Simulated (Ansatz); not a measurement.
From formation energies to a reaction energy: Cd4S

The calculation used DFT PBE, scalar-relativistic, plane waves, PAW (Ansatz 0.2.0). All cells share a 420 eV cutoff and Γ-centred k meshes spaced at most about 0.3 Å⁻¹ (about 0.25 or finer for metals, 2π included). No spin polarisation.

Energies over the elements count from the elements' standard structures at the same level, with no fitted energy shifts.

Temperature and zero-point effects are left out. The reference form of S is held partly by dispersion forces, which this level lacks.

A trial structure of Cd4S (reached from: random cell; relaxed: space group P4/mmm (No. 123), a = 5.309 Å, c = 6.193 Å) has a formation energy of 0.125 eV/atom. At its composition the lowest mixture among the elements and 1 reference phase computed alike (others may be missing) consists of these:

```tsv
phase	source	ΔE_f (eV/atom)
Cd (solid)	element	-0.003
CdS (P6_3mc)	COD	-0.660
```

The lowest database cell of Cd (-0.003) lies slightly below the reference, hence the non-zero entry.

Task: Write the balanced decomposition and find its energy per atom, per formula unit and per mole of formula units.

Result: Balancing Cd and S gives Cd4S → 3 Cd + CdS. The left side holds 5 atoms, and the products take 3/5 (Cd) and 2/5 (CdS) of them. The mixture therefore lies at 3/5 × (-0.003) + 2/5 × (-0.660) = -0.266 eV/atom. The reaction energy is -0.266 − (0.125) = -0.391 eV/atom. Times 5 atoms that is -1.955 eV per Cd4S, and times 96.485 it is -189 kJ per mole of Cd4S. Decomposition is downhill, so the trial structure is unstable against this mixture.
